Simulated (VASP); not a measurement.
# Lu, electric field gradients: which settings are enough?

Lu, P6_3/mmc (no. 194), 2 atoms in the cell. PBE, electric field gradients; PAW potentials Lu (PBE set). VASP 6.6.1.

Wanted: Vzz within 5 %; asymmetry within 0.1.

POSCAR:
```
Lu
1.0
    3.5031000000      0.0000000000      0.0000000000
   -1.7515500000      3.0337735920      0.0000000000
    0.0000000000      0.0000000000      5.5509000000
Lu
2
Direct
    0.6666666667      0.3333333333      0.7500000000
    0.3333333333      0.6666666667      0.2500000000
```

The series start from ENCUT (eV): 400; k mesh: 18 × 18 × 10; EDIFF (eV): 1e-7; SIGMA (eV): 0.1; PREC: Accurate; LREAL: no; ALGO: Normal. Each series keeps the choices made before it, and each single choice may use up half of a tolerance.

## ENCUT (eV)

| ENCUT (eV) | Vzz, largest deviation against the largest value | Asymmetry, largest deviation | SCF iterations | Time (s) |
|---|---|---|---|---|
| 250 | 0.64 % | 0.00 | 16 | 40 |
| 350 | 0.17 % | 0.00 | 15 | 57 |
| 400 | 0.05 % | 0.00 | 15 | 57 |
| 450 | 0.045 % | 0.00 | 14 | 67 |
| 550 | 0.015 % | 0.00 | 14 | 111 |
| 650 (reference) | 0 % | 0.00 | 13 | 171 |

## k mesh

| k mesh | Vzz, largest deviation against the largest value | Asymmetry, largest deviation | SCF iterations | Time (s) |
|---|---|---|---|---|
| 3 × 3 × 2 | 25 % | 0.00 | 14 | 4.9 |
| 5 × 5 × 3 | 81 % | 0.00 | 15 | 5.8 |
| 6 × 6 × 3 | 18 % | 0.00 | 15 | 6.6 |
| 7 × 7 × 4 | 5.4 % | 0.00 | 16 | 8.1 |
| 8 × 8 × 5 | 27 % | 0.00 | 16 | 10 |
| 10 × 10 × 6 | 14 % | 0.00 | 16 | 14 |
| 13 × 13 × 7 | 6 % | 0.00 | 15 | 20 |
| 15 × 15 × 9 | 5.4 % | 0.00 | 16 | 30 |
| 18 × 18 × 10 | 0.57 % | 0.00 | 16 | 40 |
| 21 × 21 × 12 | 0.58 % | 0.00 | 16 | 58 |
| 25 × 25 × 14 (reference) | 0 % | 0.00 | 16 | 87 |

## EDIFF (eV)

| EDIFF (eV) | Vzz, largest deviation against the largest value | Asymmetry, largest deviation | SCF iterations | Time (s) |
|---|---|---|---|---|
| 0.0001 | 0.07 % | 0.00 | 11 | 28 |
| 1e-5 | 0.032 % | 0.00 | 12 | 32 |
| 1e-6 | 0.005 % | 0.00 | 13 | 38 |
| 1e-7 | 0.0017 % | 0.00 | 16 | 40 |
| 1e-8 (reference) | 0 % | 0.00 | 18 | 44 |

## SIGMA (eV)

| SIGMA (eV) | Vzz, largest deviation against the largest value | Asymmetry, largest deviation | SCF iterations | Time (s) |
|---|---|---|---|---|
| 0.3 | 1.6 % | 0.00 | 11 | 27 |
| 0.2 | 1 % | 0.00 | 11 | 26 |
| 0.1 | 1.6 % | 0.00 | 11 | 28 |
| 0.05 (reference) | 0 % | 0.00 | 11 | 26 |

## PREC

| PREC | Vzz, largest deviation against the largest value | Asymmetry, largest deviation | SCF iterations | Time (s) |
|---|---|---|---|---|
| Accurate | 0 % | 0.00 | 11 | 27 |
| Normal | 0.66 % | 0.01 | 11 | 17 |

## LREAL

| LREAL | Vzz, largest deviation against the largest value | Asymmetry, largest deviation | SCF iterations | Time (s) |
|---|---|---|---|---|
| no | 0 % | 0.00 | 11 | 17 |
| Auto | 0.013 % | 0.00 | 11 | 25 |

## ALGO

| ALGO | Vzz, largest deviation against the largest value | Asymmetry, largest deviation | SCF iterations | Time (s) |
|---|---|---|---|---|
| Normal | 0 % | 0.00 | 11 | 17 |
| Fast | 0.53 % | 0.00 | 15 | 21 |
| All | 0.079 % | 0.00 | 14 | 19 |

## Question

The rows run from the loosest to the tightest (no order: PREC, LREAL, ALGO). For each series: choose the loosest value from which every tighter one stays within half of the tolerance; where there is no order, keep the first row unless others stay within half of the tolerance and take at least 30 % less time, and then take the fastest.

## Answer

- ENCUT (eV): 250
- k mesh: 18 × 18 × 10
- EDIFF (eV): 0.0001
- SIGMA (eV): 0.3
- PREC: Normal
- LREAL: no
- ALGO: Normal

## All choices together

| Input | Vzz, largest deviation against the largest value | Asymmetry, largest deviation | Time (s) |
|---|---|---|---|
| defaults, on a 15 × 15 × 9 mesh (naive) | 0.54 % | 0.01 | 9.7 |
| chosen settings | 0.86 % | 0.01 | 17 |
| reference settings throughout | 0 % | 0.00 | 364 |

The tolerance is met.

Values of the reference run: Vzz: 58.88, 58.88 V/A^2; Asymmetry: 0, 0 asymmetry, 0 where Vzz is under 0.3 V/A^2.

## The input

INCAR:
```
SYSTEM = Lu
ALGO = Normal
EDIFF = 1E-4
ENCUT = 250
GGA = PE
ISMEAR = 1
KPAR = 2
LASPH = .True.
LCHARG = .False.
LEFG = .True.
LREAL = .False.
LWAVE = .False.
NELM = 120
PREC = Normal
QUAD_EFG = 3490
SIGMA = 0.3
```

KPOINTS:
```
Automatic mesh
0
Gamma
  18 18 10
  0 0 0
```

Commands:
```
cat potpaw_PBE.64/Lu/POTCAR > POTCAR
mpirun -np 2 vasp_std > vasp.out
```

The naive input happens to agree within the tolerance here, in 9.7 s.

The chosen input took VASP 6.6.1 17 s on 2 cores (Intel Xeon 6975P-C (Granite Rapids)), a shared host.
